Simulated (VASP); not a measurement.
# Pb (P6_3/mmc) in VASP: further runs

Runs on Pb. Level: PBEsol. Tasks: single point.

Everything below comes from runs of VASP 6.6.1. Logs are shortened: lines on timing, memory, paths and dates and some standing lists are left out, and cuts for length are marked.

## 1. The crystal as given

Symmetry: P6_3/mmc, No. 194, hexagonal system. Conventional cell: a = 3.480 Å, b = 3.480 Å, c = 5.590 Å, α = 90.00°, β = 90.00°, γ = 120.00°. Around Pb (site symmetry -6m2) lie 12 Pb at 3.44 to 3.48 Å.

This isn't the form of Pb at room conditions, which is fcc.

## 2. Single point, PBEsol

INCAR

```
PREC = Accurate
ENCUT = 700
EDIFF = 1E-6
ISMEAR = -1
SIGMA = 0.2
LREAL = False
LASPH = True
NELM = 100
ALGO = Normal
ISIF = 2
LWAVE = False
LCHARG = False
GGA = PS
ADDGRID = False
```

KPOINTS

```
regular mesh
0
Gamma
  8 8 5
```

POSCAR

```
Pb
1.0
    3.4800000000      0.0000000000      0.0000000000
   -1.7400000000      3.0137684052      0.0000000000
    0.0000000000      0.0000000000      5.5900000000
Pb
2
Direct
    0.6916670000      0.3496840000      0.7502860000
    0.3559200000      0.6835750000      0.2530120000
```

Potentials or basis: VASP PAW PBE potentials, release 64 (Pb_d).

Started as:

```console
$ cat potpaw_PBE.64/Pb_d/POTCAR > POTCAR
$ mpirun -np 1 vasp_std > vasp.out
```

OUTCAR:

```text
PREC = Accurate
   ENCUT = 700
   EDIFF = 1E-6
   ISMEAR = -1
   LREAL = False
   LASPH = True
   NELM = 100
   ISIF = 2
   GGA = PS

 Found    162 irreducible k-points:

 Following reciprocal coordinates:
            Coordinates               Weight
  0.000000  0.000000  0.000000      1.000000
  0.125000  0.000000  0.000000      2.000000
  0.000000  0.125000  0.000000      2.000000
 -0.125000  0.125000  0.000000      2.000000
  0.250000  0.000000  0.000000      2.000000
  0.000000  0.250000  0.000000      2.000000
   k-points           NKPTS =    162   k-points in BZ     NKDIM =    162   number of bands    NBANDS=     18
   number of dos      NEDOS =    301   number of ions     NIONS =      2
   total plane-waves  NPLWV =  43200
   dimension x,y,z NGX =    30 NGY =   30 NGZ =   48
   dimension x,y,z NGXF=    60 NGYF=   60 NGZF=   96
   ions per type =               2
   NGX,Y,Z   is equivalent  to a cutoff of  14.33, 14.33, 14.28 a.u.
   NGXF,Y,Z  is equivalent  to a cutoff of  28.66, 28.66, 28.55 a.u.
 SYSTEM =  unknown system
   PREC   = accura    normal or accurate (medium, high low for compatibility)
   ISTART =      0    job   : 0-new  1-cont  2-samecut
   ICHARG =      2    charge: 1-file 2-atom 10-const
   ISPIN  =      1    spin polarized calculation?
   LNONCOLLINEAR =      F non collinear calculations
   LSORBIT =      F    spin-orbit coupling
   LASPH  =      T    aspherical Exc in radial PAW
   ENCUT  =  700.0 eV  51.45 Ry    7.17 a.u.   7.51  7.51 12.06*2*pi/ulx,y,z
   NELM   =    100;   NELMIN=  2; NELMDL= -5     # of ELM steps
   EDIFF  = 0.1E-05   stopping-criterion for ELM
   LREAL  =      F    real-space projection
   EDIFFG = 0.1E-04   stopping-criterion for IOM
   NSW    =      0    number of steps for IOM
   IBRION =     -1    ionic relax: 0-MD 1-quasi-New 2-CG
   NFREE  =      0    steps in history (QN), initial steepest desc. (CG)
   ISIF   =      2    stress and relaxation
   ISYM   =      2    0-nonsym 1-usesym 2-fastsym
   POTIM  = 0.5000    time-step for ionic-motion
   TEBEG  =    0.0;   TEEND  =   0.0 temperature during run
   PSTRESS=    0.0 pullay stress
   NELECT =      28.0000    total number of electrons
   NUPDOWN=      -1.0000    fix difference up-down
   EMIN   =  10.00;   EMAX   =-10.00  energy-range for DOS
   EFERMI =   0.00;   METHOD = LEGACY
   ISMEAR =    -1;   SIGMA  =   0.20  broadening in eV -4-tet -1-fermi 0-gaus
   EFERMI_NEDOS =   21; number of points for ismear=-14 and -15
   IALGO  =     38    algorithm
   IMIX   =      4    mixing-type and parameters
     AMIX     =   0.40;   BMIX     =  1.00
     AMIX_MAG =   1.60;   BMIX_MAG =  1.00
  volume/ion in A,a.u.               =      29.31       197.82
  Fermi-wavevector in a.u.,A,eV,Ry     =   1.279658  2.418203 22.279870  1.637524
  Thomas-Fermi vector in A             =   2.412131
   LORBIT       =      0    0 simple, 1 ext, 2 COOP (PROOUT), +10 PAW based schemes
   GGA     = PS    functional components
   LHFCALC =     F    Hartree Fock is set to
   AEXX    =    0.0000 exact exchange contribution
   IVDW    =     0    specifies the selected vdW correction
   LEPSILON=     F    determine dielectric tensor
   LRPA    =     F    only Hartree local field effects (RPA)
 non-spin polarized calculation
  energy-cutoff  :      700.00
  volume of cell :       58.63
 maximum number of plane-waves:      2503
   NGX = 15   NGY = 15   NGZ = 25

 number of electron      28.0000000 magnetization

 Free energy of the ion-electron system (eV)
  ---------------------------------------------------
  ext. energy  EPLUGINS =         0.00000000
  ---------------------------------------------------
  free energy    TOTEN  =        -8.02008333 eV

  energy without entropy =       -7.86695769  energy(sigma->0) =       -7.94352051

 E-fermi :   7.4289     XC(G=0): -10.5060

 val. band max:        7.2610165025   @ k =  -0.3750   0.0000   0.2000
 cond. band min:       7.5607545146   @ k =   0.5000   0.3750   0.2000
 fundamental gap:      0.2997380121
 Fermi energy:         7.4288895304

 k-point     1 :       0.0000    0.0000    0.0000
  band No.  band energies     occupation
      1      -9.5694      2.00000
      2      -9.5189      2.00000
      3      -9.5081      2.00000
      4      -9.5077      2.00000
      5      -9.4832      2.00000
      6      -9.4826      2.00000
      7      -9.4404      2.00000
      8      -9.4361      2.00000
      9      -9.2412      2.00000
     10      -9.2376      2.00000
     11      -4.5232      2.00000
     12      -0.5392      2.00000
     13       3.1395      2.00000
     14      13.0253      0.00000
     15      13.0542      0.00000
     16      14.9272      0.00000
     17      14.9679      0.00000
     18      15.6186      0.00000

 k-point     2 :       0.1250    0.0000    0.0000
  band No.  band energies     occupation
      1      -9.5707      2.00000
      2      -9.5282      2.00000
      3      -9.4840      2.00000
      4      -9.4697      2.00000
      5      -9.4611      2.00000
      6      -9.4582      2.00000
      7      -9.4534      2.00000
      8      -9.4444      2.00000
      9      -9.2655      2.00000
     10      -9.2348      2.00000
     11      -4.2491      2.00000
     12      -0.3398      2.00000
     13       3.4636      2.00000
     14      10.5448      0.00000
     15      12.0701      0.00000
     16      13.1983      0.00000
     17      15.1575      0.00000
     18      15.1735      0.00000

 k-point     3 :       0.0000    0.1250    0.0000
  band No.  band energies     occupation
      1      -9.5709      2.00000
      2      -9.5280      2.00000
      3      -9.4838      2.00000
      4      -9.4698      2.00000
      5      -9.4612      2.00000
      6      -9.4579      2.00000
      7      -9.4537      2.00000
      8      -9.4444      2.00000
      9      -9.2664      2.00000
     10      -9.2338      2.00000
     11      -4.2492      2.00000
     12      -0.3396      2.00000
     13       3.4633      2.00000
     14      10.5473      0.00000
     15      12.0667      0.00000
     16      13.1947      0.00000
     17      15.1619      0.00000
     18      15.1760      0.00000

 k-point     4 :      -0.1250    0.1250    0.0000
  band No.  band energies     occupation
      1      -9.5714      2.00000
      2      -9.5276      2.00000
      3      -9.4833      2.00000
      4      -9.4699      2.00000
      5      -9.4615      2.00000
      6      -9.4567      2.00000
      7      -9.4547      2.00000
      8      -9.4445      2.00000
      9      -9.2680      2.00000
     10      -9.2322      2.00000
     11      -4.2493      2.00000
     12      -0.3393      2.00000
     13       3.4628      2.00000
     14      10.5522      0.00000
     15      12.0599      0.00000
     16      13.1881      0.00000
     17      15.1715      0.00000
     18      15.1809      0.00000

 k-point     5 :       0.2500    0.0000    0.0000
  band No.  band energies     occupation
      1      -9.6234      2.00000
      2      -9.5138      2.00000
      3      -9.5071      2.00000
      4      -9.4860      2.00000
      5      -9.4555      2.00000
      6      -9.3773      2.00000
      7      -9.3720      2.00000
      8      -9.3541      2.00000
      9      -9.3234      2.00000
     10      -9.2240      2.00000
     11      -3.4284      2.00000
     12       0.2129      2.00000
     13       4.3954      2.00000
     14       7.2511      1.41731
     15      10.3513      0.00000
     16      10.7100      0.00000
     17      13.1706      0.00000
     18      14.4969      0.00000

 k-point     6 :       0.0000    0.2500    0.0000
  band No.  band energies     occupation
      1      -9.6234      2.00000
      2      -9.5137      2.00000
      3      -9.5066      2.00000
      4      -9.4868      2.00000
      5      -9.4558      2.00000
      6      -9.3773      2.00000
      7      -9.3716      2.00000
      8      -9.3541      2.00000
      9      -9.3237      2.00000
     10      -9.2234      2.00000
     11      -3.4287      2.00000
     12       0.2139      2.00000
     13       4.3943      2.00000
     14       7.2511      1.41731
     15      10.3506      0.00000
     16      10.7087      0.00000
     17      13.1767      0.00000
     18      14.4428      0.00000

 [... further k-points ...]

------------------------ aborting loop because EDIFF is reached ----------------------------------------

  FORCE on cell =-STRESS in cart. coord.  units (eV):
  Direction    XX          YY          ZZ          XY          YZ          ZX
  --------------------------------------------------------------------------------------
  -------------------------------------------------------------------------------------
  Total        0.1048791      0.1069280      1.2566755      0.0065756      0.0001294     -0.0007744
  in kB        2.8661483      2.9221406     34.3425705      0.1797001      0.0035355     -0.0211624
  external PRESSURE =      13.3769531 kB  Pullay stress =       0.0000000 kB

 VOLUME and BASIS-vectors are now :
 -----------------------------------------------------------------------------
  energy-cutoff  :      700.00
  volume of cell :       58.63
      direct lattice vectors                 reciprocal lattice vectors
     3.480000000  0.000000000  0.000000000     0.287356322  0.165905250  0.000000000
    -1.740000000  3.013768405  0.000000000     0.000000000  0.331810500  0.000000000
     0.000000000  0.000000000  5.590000000     0.000000000  0.000000000  0.178890877

 POSITION                                       TOTAL-FORCE (eV/Angst)
 -----------------------------------------------------------------------------------
      1.79855      1.05387      4.19410        -0.003398      0.000576      0.039839
      0.04918      2.06014      1.41434         0.003398     -0.000576     -0.039839
 -----------------------------------------------------------------------------------
    total drift:                                0.000013      0.000000      0.000004

  FREE ENERGIE OF THE ION-ELECTRON SYSTEM (eV)
  ---------------------------------------------------
  free  energy   TOTEN  =        -8.0200833326 eV

  energy  without entropy=       -7.8669576899  energy(sigma->0) =       -7.94352051
```

It took 64 s on 1 thread of Intel Xeon 6975P-C (Granite Rapids), shared host; peak memory 0.35 GiB.

The run converged, but some of its settings lie outside the range that counts as converged, so its numbers aren't taken as properties of the crystal.

What came out:

```yaml
Free_energy: -8.0201 eV
Pressure: 1.3 GPa
Largest_force: 0.040 eV/Å
Band_gap_on_the_k_mesh: none (metal or under the smearing width)
```

Caveat: the PAW data sets were made with another functional, which shifts forces and pressure a little.

## 3. Single point, PBEsol

INCAR, as its differences from that of step 2:

```diff
@@ -1,3 +1,3 @@
 PREC = Accurate
-ENCUT = 700
+ENCUT = 250
 EDIFF = 1E-6
```

KPOINTS

```
regular mesh
0
Gamma
  14 14 8
```

POSCAR

```
Pb
1.0
    3.4800000000      0.0000000000      0.0000000000
   -1.7400000000      3.0137684052      0.0000000000
    0.0000000000      0.0000000000      5.5900000000
Pb
2
Direct
    0.6666666667      0.3333333333      0.7500000000
    0.3333333333      0.6666666667      0.2500000000
```

Potentials or basis: VASP PAW PBE potentials, release 64 (Pb_d).

Started as:

```console
$ cat potpaw_PBE.64/Pb_d/POTCAR > POTCAR
$ mpirun -np 1 vasp_std > vasp.out
```

Wall time 13 s (1 thread of Intel Xeon 6975P-C (Granite Rapids), shared host); peak memory 0.14 GiB.

These settings aren't checked as converged: the numbers below hold their error.

Results:

```yaml
Free_energy: -8.0431 eV
Band_gap_on_the_k_mesh: none (metal or under the smearing width)
```

Caveat: the cutoff is under 1.25 times the usual one of these potentials, so pressure, stress and relaxed cells hold a basis-set (Pulay) error; the PAW data sets were made with another functional, which shifts forces and pressure a little.

## 4. Single point, PBEsol

INCAR is that of step 3.

KPOINTS is that of step 3.

POSCAR

```
Pb
1.0
    3.4800000000      0.0000000000      0.0000000000
   -1.7400000000      3.0137684052      0.0000000000
    0.0000000000      0.0000000000      5.5900000000
Pb
2
Direct
    0.6916670000      0.3496840000      0.7502860000
    0.3559200000      0.6835750000      0.2530120000
```

Potentials or basis: VASP PAW PBE potentials, release 64 (Pb_d).

Started as:

```console
$ cat potpaw_PBE.64/Pb_d/POTCAR > POTCAR
$ mpirun -np 1 vasp_std > vasp.out
```

OUTCAR:

```text
PREC = Accurate
   ENCUT = 250
   EDIFF = 1E-6
   ISMEAR = -1
   LREAL = False
   LASPH = True
   NELM = 100
   ISIF = 2
   GGA = PS

 Found    788 irreducible k-points:

 Following reciprocal coordinates:
            Coordinates               Weight
  0.000000  0.000000  0.000000      1.000000
  0.071429  0.000000  0.000000      2.000000
  0.000000  0.071429  0.000000      2.000000
 -0.071429  0.071429  0.000000      2.000000
  0.142857  0.000000  0.000000      2.000000
  0.000000  0.142857  0.000000      2.000000
   k-points           NKPTS =    788   k-points in BZ     NKDIM =    788   number of bands    NBANDS=     18
   number of dos      NEDOS =    301   number of ions     NIONS =      2
   total plane-waves  NPLWV =   9720
   dimension x,y,z NGX =    18 NGY =   18 NGZ =   30
   dimension x,y,z NGXF=    36 NGYF=   36 NGZF=   60
   ions per type =               2
   NGX,Y,Z   is equivalent  to a cutoff of   8.60,  8.60,  8.92 a.u.
   NGXF,Y,Z  is equivalent  to a cutoff of  17.20, 17.20, 17.84 a.u.
 SYSTEM =  unknown system
   PREC   = accura    normal or accurate (medium, high low for compatibility)
   ISTART =      0    job   : 0-new  1-cont  2-samecut
   ICHARG =      2    charge: 1-file 2-atom 10-const
   ISPIN  =      1    spin polarized calculation?
   LNONCOLLINEAR =      F non collinear calculations
[... 54 lines left out ...]

 val. band max:        7.4476860079   @ k =  -0.2143  -0.4286   0.0000
 cond. band min:       7.4482767353   @ k =   0.0000   0.2857   0.2500
 fundamental gap:      0.0005907274
 Fermi energy:         7.4479693894

 k-point     1 :       0.0000    0.0000    0.0000
  band No.  band energies     occupation
      1      -9.5511      2.00000
      2      -9.5002      2.00000
      3      -9.4865      2.00000
      4      -9.4861      2.00000
      5      -9.4616      2.00000
      6      -9.4611      2.00000
[... 103 lines left out ...]
      5      -9.4382      2.00000
      6      -9.4371      2.00000
[... 10 lines left out ...]
     17      14.9803      0.00000
     18      15.1167      0.00000

 [... further k-points ...]

------------------------ aborting loop because EDIFF is reached ----------------------------------------

  FORCE on cell =-STRESS in cart. coord.  units (eV):
  Direction    XX          YY          ZZ          XY          YZ          ZX
  --------------------------------------------------------------------------------------
  -------------------------------------------------------------------------------------
  Total        0.1505221      0.1522001      0.7730800      0.0054105      0.0005276     -0.0006851
  in kB        4.1134843      4.1593430     21.1268171      0.1478576      0.0144190     -0.0187213
  external PRESSURE =       9.7998814 kB  Pullay stress =       0.0000000 kB

 VOLUME and BASIS-vectors are now :
 -----------------------------------------------------------------------------
  energy-cutoff  :      250.00
  volume of cell :       58.63
      direct lattice vectors                 reciprocal lattice vectors
     3.480000000  0.000000000  0.000000000     0.287356322  0.165905250  0.000000000
    -1.740000000  3.013768405  0.000000000     0.000000000  0.331810500  0.000000000
     0.000000000  0.000000000  5.590000000     0.000000000  0.000000000  0.178890877

 POSITION                                       TOTAL-FORCE (eV/Angst)
 -----------------------------------------------------------------------------------
      1.79855      1.05387      4.19410        -0.003296      0.000716      0.038498
      0.04918      2.06014      1.41434         0.003296     -0.000716     -0.038498
 -----------------------------------------------------------------------------------
    total drift:                               -0.000005      0.000089     -0.000140

  FREE ENERGIE OF THE ION-ELECTRON SYSTEM (eV)
  ---------------------------------------------------
  free  energy   TOTEN  =        -8.0428398912 eV

  energy  without entropy=       -7.9026796693  energy(sigma->0) =       -7.97275978
```

OSZICAR:

```text
N       E                     dE             d eps       ncg     rms          rms(c)
DAV:   1     0.218745414630E+03    0.21875E+03   -0.10180E+04 28568   0.112E+03
DAV:   2     0.358302145775E+01   -0.21516E+03   -0.21263E+03 28708   0.361E+02
DAV:   3    -0.786712474060E+01   -0.11450E+02   -0.11347E+02 34314   0.102E+02
DAV:   4    -0.807274453715E+01   -0.20562E+00   -0.20504E+00 31780   0.155E+01
DAV:   5    -0.808026471609E+01   -0.75202E-02   -0.75198E-02 32978   0.249E+00    0.854E-01
DAV:   6    -0.805240325399E+01    0.27861E-01   -0.40625E-02 36474   0.273E+00    0.435E-01
DAV:   7    -0.804347173286E+01    0.89315E-02   -0.18985E-02 36544   0.174E+00    0.131E-01
DAV:   8    -0.804283825516E+01    0.63348E-03   -0.75843E-04 30580   0.443E-01    0.907E-03
DAV:   9    -0.804283974444E+01   -0.14893E-05   -0.22441E-05 38820   0.523E-02    0.503E-03
DAV:  10    -0.804283989120E+01   -0.14675E-06   -0.12644E-06 21316   0.113E-02
   1 F= -.80428399E+01 E0= -.79727598E+01  d E =-.140160E+00
```

Wall time 74 s (1 thread of Intel Xeon 6975P-C (Granite Rapids), shared host); peak memory 0.31 GiB.

The run converged, but some of its settings lie outside the range that counts as converged, so its numbers aren't taken as properties of the crystal.

Results:

```yaml
Free_energy: -8.0428 eV
Largest_force: 0.039 eV/Å
Band_gap_on_the_k_mesh: none (metal or under the smearing width)
```

Caveat: the cutoff is under 1.25 times the usual one of these potentials, so pressure, stress and relaxed cells hold a basis-set (Pulay) error; the PAW data sets were made with another functional, which shifts forces and pressure a little.

## 5. Single point, PBEsol

INCAR is that of step 4.

KPOINTS

```
regular mesh
0
Gamma
  16 16 9
```

POSCAR

```
Pb
1.0
    3.4800000000      0.0000000000      0.0000000000
   -1.7400000000      3.0137684052      0.0000000000
    0.0000000000      0.0000000000      5.5900000000
Pb
2
Direct
    0.6666666667      0.3333333333      0.7500000000
    0.3333333333      0.6666666667      0.2500000000
```

Started as:

```console
$ cat potpaw_PBE.64/Pb_d/POTCAR > POTCAR
$ mpirun -np 1 vasp_std > vasp.out
```

Wall time 15 s (1 thread of Intel Xeon 6975P-C (Granite Rapids), shared host); peak memory 0.15 GiB.

The run converged, but some of its settings lie outside the range that counts as converged, so its numbers aren't taken as properties of the crystal.

What came out:

```yaml
Free_energy: -8.0406 eV
Band_gap_on_the_k_mesh: none (metal or under the smearing width)
```

Caveat: the cutoff is under 1.25 times the usual one of these potentials, so pressure, stress and relaxed cells hold a basis-set (Pulay) error; the PAW data sets were made with another functional, which shifts forces and pressure a little.
